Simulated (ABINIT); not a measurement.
Runs of ABINIT 10.8.3 (patched build) on Pt. The structure is cubic, space group Fm-3m (No. 225). The conventional cell has a = 3.922 Å, b = 3.922 Å, c = 3.922 Å, α = 90.00°, β = 90.00°, γ = 90.00°. Around Pt (site symmetry m-3m) lie 12 Pt at 2.77 Å. 

| potentials or basis | cutoff (eV) | V0 of scaled cells (Å³/atom) | B0 (GPa) |
| --- | --- | --- | --- |
| PseudoDojo NC SR PBE v0.5 standard | 1143 | 15.62 | 250 |
| Ansatz NC PBE | 1143 | (a) | 248 |
| SG15 NC PBE v1.2 | 952 | 15.71 | 246 |
| PseudoDojo NC SR PBE v0.4 stringent | 1143 | 15.62 | 250 |
| PseudoDojo NC SR PBE v0.4.1 standard | 1143 | 15.62 | 250 |

Alike in all rows: task equation of state; level PBE; no spin polarisation; cell as given; k mesh 12 × 12 × 12; smearing fermi-dirac 0.05 eV.

Task: Fill in the values left out.

Result: (a) 15.66.

Caveats: pressures at fixed basis lie under the slope of the energies.
